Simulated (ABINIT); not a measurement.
Si2W in ABINIT: convergence with boxcutmin

Crystal: Si2W.

```
W Si
1.0
    -1.60690    1.60690    3.91495
     1.60690   -1.60690    3.91495
     1.60690    1.60690   -3.91495
W Si
1 2
Direct
  0.00000 0.00000 0.00000
  0.66530 0.66530 0.00000
  0.33470 0.33470 0.00000
```

```yaml
Program: ABINIT 10.8.3 (patched build)
Task: single point
Functional: PBE
Potentials_or_basis: PseudoDojo NC SR PBE v0.4.1 standard
Cutoff: 1007 eV
k_mesh: 8 × 8 × 8
Occupations: gaussian, width 0.1 eV
Spin: no spin polarisation
```

These are the settings of the first run; the series varies boxcutmin, with any setting tied to it.

Hardware: 1 thread of Arm Neoverse V2, with other jobs on the host.

```
boxcutmin  energy less the tightest run, at zero smearing (meV/atom)  SCF cycles  CPU time (s)  peak memory (GiB)
      1.3                                                       0.02           8            50               0.09
      1.5                                                       0.00           9            62                0.1
      1.7                                                       0.00           9            69               0.11
     1.85                                                       0.00           9            85               0.12
        2                                                       0.00           9            93               0.12
      2.3                                                       0.00           9           120               0.14
      2.7                                                       0.00           9           170               0.18
```

Against the tightest run, the energy stays within 1 meV/atom from 1.3 on. The tightest run that finished is the yardstick and may itself not be fully converged.

Spin-orbit coupling is left out, which matters for the levels of W.
